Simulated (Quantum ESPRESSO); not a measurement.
Ti: band structure with rev-vdW-DF2

Ti:

```
Ti
1.0
    -1.64100    1.64100    1.64100
     1.64100   -1.64100    1.64100
     1.64100    1.64100   -1.64100
Ti
1
Direct
  0.00000 0.00000 0.00000
```

This isn't the form of Ti at room conditions, which is hcp.

```yaml
Program: Quantum ESPRESSO 7.5
Task: band structure
Functional: rev-vdW-DF2
Potentials_or_basis: PseudoDojo 0.4.1 SR PBE standard
Cutoff: 1143 eV
Density_cutoff: 4572 eV
k_mesh: 11 × 11 × 11
Occupations: fermi-dirac, width 0.05 eV
Spin: no spin polarisation
Mixing_beta: 0.5
Most_SCF_iterations: 120
SCF_threshold: 2e-10 Ry
```

```yaml
Pressure: -5.1 GPa
Band_gap_on_the_k_mesh: none (metal or under the smearing width)
```

Levels at the corners of the path, in eV from the Fermi level:
| point | band 4 | band 5 | band 6 | band 7 | band 8 | band 9 |
| --- | --- | --- | --- | --- | --- | --- |
| Γ | -32.37 | -5.87 | 0.97 | 0.97 | 0.97 | 2.71 |
| H | -32.82 | -2.05 | -2.05 | 3.86 | 3.86 | 3.86 |
| N | -32.38 | -2.41 | -0.38 | 1.13 | 2.69 | 3.04 |
| Γ | -32.37 | -5.87 | 0.97 | 0.97 | 0.97 | 2.71 |
| P | -32.69 | -0.59 | -0.59 | -0.59 | 3.10 | 3.10 |
| H | -32.82 | -2.05 | -2.05 | 3.86 | 3.86 | 3.86 |
| P | -32.69 | -0.59 | -0.59 | -0.59 | 3.10 | 3.10 |
| N | -32.38 | -2.41 | -0.38 | 1.13 | 2.69 | 3.04 |

Run time: 3 min on 1 thread of AMD EPYC 7B13 (Zen 3), on a shared host, peak memory 0.09 GiB.

Caveat: the potentials were made for another functional, which shifts forces and pressure.
